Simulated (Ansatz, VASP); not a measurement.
# Pb: VASP beside Ansatz

```xyz
2
Lattice="3.0386 -1.7503 0.0000 3.0386 1.7503 0.0000 -2.1155 0.0000 6.0952" Properties=species:S:1:pos:R:3 pbc="T T T"
Pb   -0.0230    0.0000    1.6683
Pb    3.9848    0.0000    4.4269
```

Alike in both runs: task single point; functional r2SCAN; k mesh 6 × 6 × 4; occupations gaussian, width 0.1 eV; no spin polarisation.

|  | VASP | Ansatz |
| --- | --- | --- |
| version | VASP 6.6.1 | Ansatz 0.2.0 |
| potentials or method | VASP PAW PBE potentials, release 64 (Pb_d) | scalar-relativistic, plane waves, PAW |
| plane-wave cutoff (eV) | 520 | 500 |
| valence electrons in the cell | 28 | 28 |

|  | VASP | Ansatz | Ansatz less VASP |
| --- | --- | --- | --- |
| gap on the k mesh at the Fermi level (eV) | none | none | - |
| pressure (GPa) | 0.1 | 0.1 | +0.01 |
| largest component of the traceless stress (GPa) | 1.83 | 1.83 | -0.002 |
| rms of the force components (eV/Å) | 0.078 | 0.076 | -0.0025 |

Atom by atom the forces differ by 0.003 eV/Å (rms over components). A gap of «none» marks a metal or a gap that the smearing closes. The functional is the same, so the differences come from potentials, cutoffs and numerics.

Caveats: the PAW data sets were made with another functional, which shifts forces and pressure a little (VASP). Spin-orbit coupling is left out, which matters for the levels of Pb.
